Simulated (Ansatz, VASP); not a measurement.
**As: VASP beside Ansatz**

Contents of INCAR:

```
SYSTEM = As
  PREC = Accurate
  ENCUT = 520
  EDIFF = 1E-6
  ISMEAR = -1
  SIGMA = 0.1
  LREAL = .False.
  LASPH = .True.
  NELM = 80
  ALGO = Normal
  ISIF = 2
  LWAVE = .False.
  LCHARG = .True.
  GGA = B5
  ALDAX = 1.0
  AGGAX = 1.0
  AGGAC = 1.0
  ALDAC = 0.0
  LELF = .True.
  LVHAR = .True.
  NBANDS = 12
```

File KPOINTS:

```
regular mesh
0
Gamma
  14 14 7
  0 0 0
```

The input POSCAR:

```
As
1.0
    3.0171273333      0.0000000000      0.0000000000
   -1.5085636666      2.6129089171      0.0000000000
    0.0000000000      0.0000000000      5.4445239775
As
2
Direct
    0.3333333333      0.6666666667      0.2500000000
    0.6666666667      0.3333333333      0.7500000000
```

Input for Ansatz:

```yaml
crystal:
  lattice:
    - [3.0171273333, 0.0, 0.0]
    - [-1.5085636666, 2.6129089171, 0.0]
    - [0.0, 0.0, 5.4445239775]
  atoms:
    - { symbol: As, position: [0.3333333333, 0.6666666667, 0.25] }
    - { symbol: As, position: [0.6666666667, 0.3333333333, 0.75] }
hamiltonian:
  xc: blyp
  pseudopotentials:
    kind: paw
    azcp:
      As: "pseudopotentials/As.paw.azcp"
basis:
  ecutwfc: 420
  fft_grid_basis: typed
kpoints:
  mp_grid: { grid: [14, 14, 7], shift: [0, 0, 0] }
magnetization:
  spin_polarized: false
scf:
  occupations: { method: fermi_dirac, width: 0.1 }
  lower_state_search: "off"
output:
  stress: true
```

Alike in both runs: task single point; functional BLYP; k mesh 14 × 14 × 7; occupations fermi-dirac, width 0.1 eV; no spin polarisation.

|  | VASP | Ansatz |
| --- | --- | --- |
| version | VASP 6.6.1 | Ansatz 0.2.0 |
| potentials or method | VASP PAW PBE potentials, release 64 (As) | plane waves (420 eV) with PAW, scalar-relativistic |
| plane-wave cutoff (eV) | 520 | 420 |
| valence electrons in the cell | 10 | 30 |

```tsv
	VASP	Ansatz	Ansatz less VASP
pressure (GPa)	0.3	0.0	-0.21
largest component of the traceless stress (GPa)	0.19	0.15	-0.040
```

The two sets of potentials don't hold the same shells in valence.

Caveats: the PAW data sets were made with another functional, which shifts forces and pressure a little (VASP).
